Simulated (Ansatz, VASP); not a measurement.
# BN: VASP beside Ansatz

The input POSCAR:

```
BN
1.0
    1.2511220000      0.7223350000      3.3729340000
   -1.2511220000      0.7223350000      3.3729340000
    0.0000000000     -1.4446710000      3.3729340000
B N
1 1
Direct
    0.9996710000      0.9996710000      0.9996710000
    0.3327620000      0.3327620000      0.3327620000
```

File INCAR.step1:

```
SYSTEM = BN
ALGO = Normal
EDIFF = 1E-5
ENCUT = 520
GGA = PE
ISIF = 2
ISMEAR = 0
LASPH = .TRUE.
LREAL = .FALSE.
LWAVE = .TRUE.
NBANDS = 11
NELM = 100
PREC = Accurate
SIGMA = 0.01
```

File INCAR.step2:

```
SYSTEM = BN
AEXX = 0.25
ALGO = Normal
EDIFF = 1E-7
ENCUT = 520
GGA = PE
HFRCUT = -1
ISIF = 2
ISMEAR = 0
ISTART = 1
LASPH = .TRUE.
LCHARG = .TRUE.
LELF = .TRUE.
LHFCALC = .TRUE.
LREAL = .FALSE.
LVHAR = .TRUE.
LWAVE = .FALSE.
NBANDS = 11
NELM = 100
PREC = Accurate
PRECFOCK = Normal
SIGMA = 0.01
```

KPOINTS

```
k-points
0
G
  3 3 3
  0 0 0
```

Input for Ansatz:

```yaml
crystal:
  lattice:
    - [1.251122, 0.722335, 3.372934]
    - [-1.251122, 0.722335, 3.372934]
    - [0.0, -1.444671, 3.372934]
  atoms:
    - { symbol: B, position: [0.999671, 0.999671, 0.999671] }
    - { symbol: "N", position: [0.332762, 0.332762, 0.332762] }
accuracy: low
basis:
  ecutwfc: 470.0
kpoints:
  mp_grid:
    grid: [3, 3, 3]
    shift: [0.0, 0.0, 0.0]
hamiltonian:
  xc: pbe0
scf:
  max_iter: 150
  occupations:
    method: fixed
output:
  eigenvalues: true
```

The cell is a database's computed one.

Alike in both runs: task single point; functional PBE0; k mesh 3 × 3 × 3; no spin polarisation.

|  | VASP | Ansatz |
| --- | --- | --- |
| version | VASP 6.6.1 | Ansatz 0.2.0 |
| potentials or method | VASP PAW PBE potentials, release 64 (B, N) | plane waves, PAW |
| plane-wave cutoff (eV) | 520 | 470 |
| occupations | gaussian, width 0.01 eV | fixed |
| valence electrons in the cell | 8 | 8 |

Ansatz gave:

- gap on the k mesh at the Fermi level (eV): 6.88

Question: Estimate VASP's values.

Answer: gap on the k mesh at the Fermi level (eV): 7.13.

Caveats: the k mesh is coarse (spacing up to 0.99 Å⁻¹), so the values aren't converged, least of all with exact exchange; an odd mesh through Γ misses points on the zone boundary, where band edges often lie.
